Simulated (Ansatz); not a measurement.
The system is Fe2Ge.

```
CELL_PARAMETERS angstrom
4.13287 0.00000 0.00000
-2.06643 3.57917 0.00000
0.00000 0.00000 5.00875
ATOMIC_POSITIONS crystal
Ge 0.33333 0.66667 0.75000
Ge 0.66667 0.33333 0.25000
Fe 0.33333 0.66667 0.25000
Fe 0.66667 0.33333 0.75000
Fe 0.00000 0.00000 0.50000
Fe 0.00000 0.00000 0.00000
```

The cell is a database's computed one.

Base run:

* Program: Ansatz 0.2.0
* Functional: PBEsol
* Potentials or basis: Ansatz PAW
* Cutoff: 420 eV (not typed: the program's choice for these potentials)
* k mesh: 6 × 6 × 5
* Occupations: fermi-dirac, width 0.05 eV
* Spin: collinear spin, ferromagnetic start
* Starting moments: [0.0, 0.0, 3.0, 3.0, 3.0, 3.0] μB
* Fixed moment: 12 μB

Its results: pressure 10.0 GPa; site moments Ge +0.08; Fe +2.72, +2.92 μB.

**Question.** After a change of settings the same cell gave: pressure -12.2 GPa; site moments Ge -0.05; Fe +0.83, +2.26 μB. Which change was it?
A. fixed moment from 12 μB to 18 μB; moments at the start from [0.0, 0.0, 3.0, 3.0, 3.0, 3.0] to [0.0, 0.0, 4.5, 4.5, 4.5, 4.5]
B. fixed moment from 12 μB to 9 μB; moments at the start from [0.0, 0.0, 3.0, 3.0, 3.0, 3.0] to [0.0, 0.0, 2.25, 2.25, 2.25, 2.25]
C. fixed moment from 12 μB to 6 μB; moments at the start from [0.0, 0.0, 3.0, 3.0, 3.0, 3.0] to [0.0, 0.0, 1.5, 1.5, 1.5, 1.5]
D. fixed moment from 12 μB to 24 μB; moments at the start from [0.0, 0.0, 3.0, 3.0, 3.0, 3.0] to [0.0, 0.0, 6.0, 6.0, 6.0, 6.0]

**Answer.** C.

Caveats: the total moment is fixed, so each spin has its own Fermi level; the PAW data sets come from PBE, with cores solved anew for the run's functional, which leaves a small shift of forces and pressure; the thresholds are loose for stress.
